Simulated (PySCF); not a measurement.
Compound: cyclopentadiene, C₅H₆.
Bonds: C1–C2 (double), C2–C3, C3–C4, C4–C5 (double), C1–C5. Hydrogens: H6 on C1; H7 on C2; H8, H9 on C3; H10 on C4; H11 on C5.

Computed geometry: GFN2-xTB, gas phase.

(1) List the bond lengths, angles and torsions at this level.

## Answers

(1) 
```tsv
bond	length (Å)
C1=C2, C4=C5	1.339
C2–C3, C3–C4	1.493
C1–C5	1.448
C1–H6, C5–H11	1.075
C2–H7, C4–H10	1.074
C3–H8, C3–H9	1.092
```

Bonds in one row agree within 0.01 Å and their mean is given. A selection of angles:
```tsv
angle	degrees
C2–C1–C5	109.2
C2–C1–H6	126.9
C5–C1–H6	123.9
C1–C2–C3	109.5
C1–C2–H7	127.6
C3–C2–H7	123.0
C2–C3–C4	102.6
C2–C3–H8	111.8
H8–C3–H9	106.9
```

Torsions: C5–C1–C2–C3 0° (synperiplanar); C1–C2–C3–C4 0° (synperiplanar); C2–C3–C4–C5 0° (synperiplanar); C3–C4–C5–C1 0° (synperiplanar); C2–C1–C5–C4 0° (synperiplanar).

The 5 heavy atoms lie in one plane (0.000 Å rms). The C–C distances run from 1.339 Å (C1=C2, drawn double) to 1.493 Å (C3–C4, drawn single), a spread of 0.154 Å. The 5-membered ring C1–C2–C3–C4–C5 has internal angles of 102.6° to 109.5° (sum 540°, against 540° for a flat polygon); it is planar, 0.00 Å rms from its mean plane, widest ring torsion 0°.

Point group: C2v (tolerance 0.08 Å). Whether it is a minimum is left open (no frequencies).
